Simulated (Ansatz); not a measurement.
## Uniaxial strain in LiNbO₃

Cell: a structure deposited in the COD, its atoms then relaxed with PBE in this cell.

```
Li Nb O
1.0
     2.57510    1.48673    4.62177
    -2.57510    1.48673    4.62177
     0.00000   -2.97347    4.62177
Li Nb O
2 2 6
Direct
  0.27766 0.27766 0.27766
  0.77766 0.77766 0.77766
  0.99563 0.99563 0.99563
  0.49563 0.49563 0.49563
  0.10257 0.35854 0.71489
  0.71489 0.10257 0.35854
  0.35854 0.71489 0.10257
  0.21489 0.85854 0.60257
  0.85854 0.60257 0.21489
  0.60257 0.21489 0.85854
```

Atom numbers follow the list; atoms alike are taken as one site, whose name carries the number of the first.

Method: Kohn–Sham DFT in Ansatz, PBE, plane waves and PAW, scalar-relativistic, 420 eV cutoff, Γ-centred 7×7×7 k-points, Fermi–Dirac smearing 0.02 eV.

The cell is stretched along z (the third Cartesian axis of the run's cell), x and y held, and the ions relax again each time. Tension counts as positive.

| strain along z (%) | stress along z (GPa) | stress along x (GPa) | gap on the k-mesh (eV) |
| --- | --- | --- | --- |
| -3 | -10.7 | -5.1 | 3.60 |
| -2 | -8.2 | -4.2 | 3.59 |
| -1 | -5.8 | -3.4 | 3.59 |
| 0 | -3.4 | -2.7 | 3.57 |
| +1 | ? | ? | ? |
| +2 | 1.1 | -1.3 | 3.56 |
| +3 | 3.2 | -0.8 | 3.55 |

(1) Estimate the row at +1 % from the others.

## Answers

(1) stress along z (GPa): -1.1; stress along x (GPa): -2.0; gap on the k-mesh (eV): 3.56. Worked: parabolas through the other 6 rows give -1.2 and -2.0 GPa at +1 %. Their slopes at zero strain are 232 GPa (the stiffness along z) and 72 GPa (the coupling of z to x). They hold at this cell, where the calculated pressure is 2.9 GPa. The gap closes by 17 meV per per cent of stretch between the rows next to zero strain; the parabola gives 3.57 eV for the withheld row.

PBE gaps are too small, by a third to a half in many semiconductors; their changes with strain are better.

All values belong to this cell and structure model.
